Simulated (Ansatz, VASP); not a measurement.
AlN: VASP beside Ansatz

Contents of INCAR:

```
PREC = Accurate ; ENCUT = 520
EDIFF = 1E-6 ; ISMEAR = 0
SIGMA = 0.05 ; LREAL = False
LASPH = True ; NELM = 60
ALGO = Normal ; ISIF = 2
LWAVE = False ; LCHARG = False
GGA = CA ; NBANDS = 16
```

KPOINTS

```
regular mesh
0
Gamma
  9 9 6
```

Contents of POSCAR:

```
AlN
1.0
    3.2085435845      0.0000000000      0.0000000000
   -1.6042717922      2.7786802533      0.0000000000
    0.0000000000      0.0000000000      4.4622764994
Al N
2 2
Direct
    0.3333333333      0.6666666667      0.7500000000
    0.6666666667      0.3333333333      0.2500000000
    0.3333333333      0.6666666667      0.2500000000
    0.6666666667      0.3333333333      0.7500000000
```

Input for Ansatz:

```yaml
crystal:
  lattice:
    - [3.2085435845, 0.0, 0.0]
    - [-1.6042717922, 2.7786802533, 0.0]
    - [0.0, 0.0, 4.4622764994]
  atoms:
    - { symbol: Al, position: [0.3333333333, 0.6666666667, 0.75] }
    - { symbol: Al, position: [0.6666666667, 0.3333333333, 0.25] }
    - { symbol: "N", position: [0.3333333333, 0.6666666667, 0.25] }
    - { symbol: "N", position: [0.6666666667, 0.3333333333, 0.75] }
basis:
  ecutwfc: 420
kpoints:
  mp_grid: { grid: [9, 9, 6] }
hamiltonian:
  xc: lda
scf:
  occupations: { method: gaussian, width: 0.05 }
output:
  forces: true
  stress: true
  eigenvalues: true
```

Alike in both runs: task single point; functional LDA; k mesh 9 × 9 × 6; occupations gaussian, width 0.05 eV; no spin polarisation.

|  | VASP | Ansatz |
| --- | --- | --- |
| version | VASP 6.6.1 | Ansatz 0.2.0 |
| potentials or method | VASP PAW LDA potentials, release 64 (Al, N) | scalar-relativistic, plane waves, PAW |
| plane-wave cutoff (eV) | 520 | 420 |
| valence electrons in the cell | 16 | 16 |

Ansatz gave:

* gap on the k mesh at the Fermi level (eV): 3.08
* least direct gap on the mesh (eV): 3.08
* pressure (GPa): -3.1
* largest component of the traceless stress (GPa): 10.02

Question: Estimate VASP's values.

Answer: gap on the k mesh at the Fermi level (eV): 3.09; least direct gap on the mesh (eV): 3.09; pressure (GPa): -2.5; largest component of the traceless stress (GPa): 10.55.

Expect the measured gap to be larger: semilocal functionals such as LDA lack the derivative discontinuity.
